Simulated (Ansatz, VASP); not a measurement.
**Zn in VASP and in Ansatz**

```xyz
1
Lattice="0.0000 1.9648 1.9648 1.9648 0.0000 1.9648 1.9648 1.9648 0.0000" Properties=species:S:1:pos:R:3 pbc="T T T"
Zn    0.0000    0.0000    0.0000
```

This isn't the form of Zn at room conditions, which is hcp.

Alike in both runs: task single point; functional PBEsol; k mesh 8 × 8 × 8; occupations gaussian, width 0.1 eV; no spin polarisation.

|  | VASP | Ansatz |
| --- | --- | --- |
| version | VASP 6.6.1 | Ansatz 0.2.0 |
| potentials or method | VASP PAW PBE potentials, release 64 (Zn) | scalar-relativistic, plane waves, PAW |
| plane-wave cutoff (eV) | 520 | 420 |
| valence electrons in the cell | 12 | 12 |

Ansatz gave:

| Quantity | Value |
| --- | --- |
| gap on the k mesh at the Fermi level (eV) | none |
| pressure (GPa) | -4.8 |

Task: Which values does VASP return?

Result: gap on the k mesh at the Fermi level (eV): none; pressure (GPa): -4.5.

A gap of «none» marks a metal or a gap that the smearing closes.

Caveats: the PAW data sets were made with another functional, which shifts forces and pressure a little (VASP).
